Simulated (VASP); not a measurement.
Here is a VASP 6.6.1 calculation.

Contents of INCAR:

```
SYSTEM = H3C2N
ALGO = Normal
EDIFF = 1E-6
ENCUT = 520
GGA = PE
ISIF = 2
ISMEAR = -1
IVDW = 12
LASPH = .TRUE.
LCHARG = .FALSE.
LREAL = Auto
LWAVE = .FALSE.
NBANDS = 72
NELM = 100
PREC = Accurate
SIGMA = 0.05
```

Contents of KPOINTS:

```
k-points
0
G
  1 1 1
  0 0 0
```

The input POSCAR:

```
H3C2N
1.0
    7.4745810000      0.0000000000      0.0000000000
    0.0000000000      7.4745810000      0.0000000000
    0.0000000000      0.0000000000      7.4745810000
C N H
12 6 18
Direct
    0.6486116078      0.7164816329      0.4745951646
    0.5931168583      0.8729184954      0.5673227703
    0.1240872231      0.3902693676     -0.0013111103
    0.2669714864      0.3766632538      0.1163811055
    0.8079115070      0.7831877131     -0.0542772899
    0.6740043355      0.6494946004     -0.0933697822
    0.7378741364      0.2599343027      0.3107197581
    0.8487298485      0.3194158977      0.4679459625
    0.2213769575      0.6975508059      0.4870908483
    0.0869078815      0.8110554960      0.4186722975
    0.2635197879     -0.0599230913      0.8999568003
    0.3627895664     -0.0611940656      1.0672437692
    0.5473751639      1.0078825823      0.6197404242
    0.3822154044      0.3797671067      0.2224873876
    0.5503318514      0.5535025977     -0.1128089989
    0.9055892230      0.3689972722      0.5998463325
   -0.0002943309      0.9338985021      0.3773723236
    0.4667285029     -0.0787602676      1.1880130806
    0.7695548419      0.6610136408      0.5382509066
    0.5577971528      0.6003279649      0.4814584256
    0.6927879971      0.7330578129      0.3351358424
    0.1455198626      0.4801339366     -0.1139328077
    0.0978650175      0.2629578835     -0.0514543892
    0.0009766434      0.4337366870      0.0704387309
    0.7463027025      0.9245601860     -0.0601639075
    0.8665234881      0.7555339891      0.0715892971
    0.9089874068      0.7709863603     -0.1656547705
    0.7637217391      0.3601807245      0.2088545164
    0.8020650255      0.1367969656      0.2851798649
    0.5832567739      0.2493919057      0.3188406146
    0.2258989501      0.5945617554      0.3890251507
    0.3324065924      0.7862246727      0.4626346279
    0.1969742518      0.6391930196      0.6092515420
    0.3060372214      0.0434004261      0.8066137754
    0.2911333759     -0.1892547556      0.8343879075
    0.1162606974     -0.0400423783      0.9292025867
```

Potentials or basis: VASP PAW PBE potentials, release 64 (C, N, H).

The run is started by

```console
$ cat potpaw_PBE.64/C/POTCAR potpaw_PBE.64/N/POTCAR potpaw_PBE.64/H/POTCAR > POTCAR
$ mpirun -np 1 vasp_gam > vasp.out
```

**Question.** Predict the dispersion energy per atom.

**Answer.** -0.057 eV.

**Question.** What does it give for the largest force?

**Answer.** 5.384 eV/Å.

**Question.** Predict the pressure.

**Answer.** 2.4 GPa.

Stress tensor (GPa, compression positive):
```
 1.24 -0.86  0.09
-0.86  3.23  1.06
 0.09  1.06  2.65
```

Caveat: the standard files for N, O and F lose accuracy on very short bonds.
